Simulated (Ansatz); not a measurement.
The system is CdSe.

```
Cd Se
1.0
     0.00000    3.07027    3.07027
     3.07027    0.00000    3.07027
     3.07027    3.07027    0.00000
Cd Se
1 1
Direct
  0.00000 0.00000 0.00000
  0.25000 0.25000 0.25000
```

Measurements of this composition are mostly on another form, of space group No. 186.

Base run:

| Item | Value |
| --- | --- |
| Program | Ansatz 0.2.0 |
| Functional | PBE |
| Potentials or basis | all-electron LAPW, scalar-relativistic |
| Cutoff | 266 eV (chosen from the basis error) |
| Basis error allowed | 0.001 eV/atom |
| k mesh | 8 × 8 × 8 |
| Occupations | gaussian, width 0.029 eV |
| Spin | no spin polarisation |

Its results: band gap on the k mesh 0.55 eV, direct; pressure 1.3 GPa.

The run is repeated on the same cell with these changes: functional from PBE to RPBE; occupations from gaussian, width 0.029 eV to gaussian, width 0.05 eV. What comes out?

Band gap on the k mesh 0.73 eV, direct; pressure 3.2 GPa.

